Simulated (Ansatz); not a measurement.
# Li (hcp type): the cost of one run

Method: DFT PBE, with the methods named in each step, in Ansatz 0.2.0.

This is Li in the hcp structure; at room conditions it is bcc.

### 1 The starting structure

Symmetry: P6_3/mmc, No. 194, hexagonal system. Conventional cell: a = 3.059 Å, b = 3.059 Å, c = 5.000 Å, α = 90.00°, β = 90.00°, γ = 120.00°. Li (site symmetry -6m2) is surrounded by 12 Li at 3.06 Å.

Coordinates:

```
CELL_PARAMETERS angstrom
3.05850 0.00000 0.00000
-1.52925 2.64874 0.00000
0.00000 0.00000 4.99974
ATOMIC_POSITIONS crystal
Li 0.33333 0.66667 0.25000
Li 0.66667 0.33333 0.75000
```

Whether this phase is the stable one at these pressures isn't tested.

Atoms are numbered in the order of the input: Li1, Li2.

### 2 The reference volume, LAPW

Input file input.yaml:

```yaml
crystal:
  lattice:
    - [3.0585006503, 0.0, 0.0]
    - [-1.5292503251, 2.6487392606, 0.0]
    - [0.0, 0.0, 4.9997366955]
  atoms:
    - { symbol: Li, position: [0.3333333333, 0.6666666667, 0.25] }
    - { symbol: Li, position: [0.6666666667, 0.3333333333, 0.75] }
kpoints:
  mp_grid: { grid: [14, 14, 8] }
  band_path:
    path:
      - [0.0, 0.0, 0.0]
      - [0.5, 0.0, 0.0]
      - [0.3333333333, 0.3333333333, 0.0]
      - [0.0, 0.0, 0.0]
      - [0.0, 0.0, 0.5]
      - [0.5, 0.0, 0.5]
      - [0.3333333333, 0.3333333333, 0.5]
      - [0.0, 0.0, 0.5]
      - [0.5, 0.0, 0.5]
    npoints: 14
scf:
  occupations: { method: fermi_dirac, width: 0.1 }
hamiltonian:
  xc: pbe
  pseudopotentials: { kind: all_electron, lapw: { basis_error: 0.001 } }
output:
  forces: true
  stress: true
  eigenvalues: true
  populations: true
  dos: { projected: true, de: 0.2, e_range: [-14, 8] }
```

The run is started by

```sh
$ ansatz run input.yaml --threads 1 --pin off --max-ram 2048MiB --backend cpu --events-out ev --progress --plain --runs-dir out
```

Q: Estimate wall time and peak memory on 1 thread of Arm Neoverse V1, shared host.

About 3.8 s, with a peak of 0.2 GiB.
